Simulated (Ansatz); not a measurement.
**Sn: projected density of states with revPBE+D4**

Sn:

```
Sn
1.0
     0.00000    3.23334    3.23334
     3.23334    0.00000    3.23334
     3.23334    3.23334    0.00000
Sn
2
Direct
  0.71568 0.76440 0.74589
  0.50955 0.48375 0.50445
```

This isn't the form of Sn at room conditions, which is tetragonal (white tin).

The cell isn't the ideal one: atoms moved at random, drawn with an rms of 0.15 Å.

```
Program             : Ansatz 0.2.0
Task                : projected density of states
Functional          : revPBE
Dispersion          : D4
Potentials or basis : Ansatz PAW
Cutoff              : 420 eV
Density cutoff      : 1680 eV
k mesh              : 6 × 6 × 6
Occupations         : tetrahedron
Spin                : spin-orbit coupling, no magnetisation
Driver              : chain
```

| Item | Value |
| --- | --- |
| Pressure | 2.6 GPa |
| Largest force | 1.483 eV/Å |
| Band gap on the k mesh | none (metal or under the smearing width) |
| Density of states at the Fermi level | 0.10 states/eV per cell |

Forces in eV/Å, atoms in the order of the input:
```
Sn  -0.487  1.395  0.128
Sn   0.487 -1.395 -0.128
```

Stress tensor (GPa, compression positive):
```
 2.77  0.52  3.95
 0.52  2.11 -1.43
 3.95 -1.43  2.87
```

Levels at points of the mesh, in eV from the Fermi level:
```csv
k point,band 25,band 26,band 27,band 28,band 29,band 30,band 31,band 32
"(0.00, 0.00, 0.00)",-0.55,-0.55,0.03,0.03,0.77,0.77,1.47,1.47
"(0.00, 0.00, -0.50)",-1.68,-1.68,-0.71,-0.71,-0.08,-0.08,2.56,2.56
"(0.00, -0.50, 0.00)",-1.55,-1.55,-0.80,-0.80,0.23,0.23,2.80,2.80
"(0.00, -0.50, -0.50)",-2.63,-2.63,-2.46,-2.46,0.64,0.64,0.90,0.90
"(-0.50, 0.00, 0.00)",-1.58,-1.58,-0.95,-0.95,-0.35,-0.35,2.72,2.72
"(-0.50, 0.00, -0.50)",-2.76,-2.76,-2.42,-2.42,0.44,0.44,1.13,1.13
"(-0.50, -0.50, 0.00)",-2.62,-2.62,-2.46,-2.46,0.71,0.71,0.83,0.83
"(-0.50, -0.50, -0.50)",-1.59,-1.59,-0.76,-0.76,0.15,0.15,2.71,2.71
```

States per cell in windows of 1 eV (zero at the Fermi level; states under -8 eV left out):
```
from (eV)  total  Sn 5p j=1.5  Sn 5p j=0.5  Sn 5s j=0.5
     -8.0   0.33         0.08         0.04         0.20
     -7.0   0.85         0.24         0.13         0.47
     -6.0   0.46         0.14         0.08         0.24
     -5.0   0.21         0.06         0.04         0.11
     -4.0   1.06         0.58         0.38         0.08
     -3.0   1.74         1.05         0.61         0.07
     -2.0   1.12         0.72         0.36         0.03
     -1.0   0.24         0.16         0.06         0.01
      0.0   0.61         0.25         0.14         0.20
      1.0   1.66         0.70         0.41         0.42
      2.0   1.35         0.69         0.34         0.18
      3.0   1.32         0.69         0.28         0.09
      4.0   0.81         0.37         0.16         0.04
      5.0   0.19         0.09         0.04         0.01
      6.0   0.06         0.03         0.01         0.00
      7.0   0.00         0.00         0.00         0.00
```

Wall time 100 s on 2 threads of Arm Neoverse V1 (shared host), peak memory 1.1 GiB.

Caveat: the potentials were made for another functional, which shifts forces and pressure; pairwise dispersion overbinds metals, which lowers pressure and volume; with tetrahedron occupations forces and stress needn't match the slope of the energy.
